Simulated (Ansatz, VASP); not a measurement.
## Two plane-wave programs on AlN

```
Al N
1.0
     3.08874    0.00000    0.00000
    -1.54437    2.67493    0.00000
     0.00000    0.00000    4.94377
Al N
2 2
Direct
  0.32455 0.66024 0.00152
  0.67545 0.33976 0.50152
  0.34117 0.67240 0.38348
  0.65883 0.32760 0.88348
```

Change from the starting cell: mode 4 frozen in at -0.017 Å and mode 5 at -0.017 Å (largest displacements).

Alike in both runs: task single point; functional LDA; k mesh 9 × 9 × 6; occupations gaussian, width 0.05 eV; no spin polarisation.

```csv
,VASP,Ansatz
version,VASP 6.6.1,Ansatz 0.2.0
potentials or method,"VASP PAW LDA potentials, release 64 (Al, N)","scalar-relativistic, plane waves, PAW"
plane-wave cutoff (eV),520,520
valence electrons in the cell,16,16
```

```csv
,VASP,Ansatz,Ansatz less VASP
gap on the k mesh at the Fermi level (eV),4.42,4.41,-0.005
least direct gap on the mesh (eV),4.42,4.41,-0.005
pressure (GPa),0.6,0.0,-0.59
largest component of the traceless stress (GPa),0.08,0.08,+0.004
rms of the force components (eV/Å),0.063,0.063,+0.0001
```

Atom by atom the forces differ by 0.001 eV/Å (rms over components).

Caveats: an odd mesh through Γ misses points on the zone boundary, where band edges often lie.
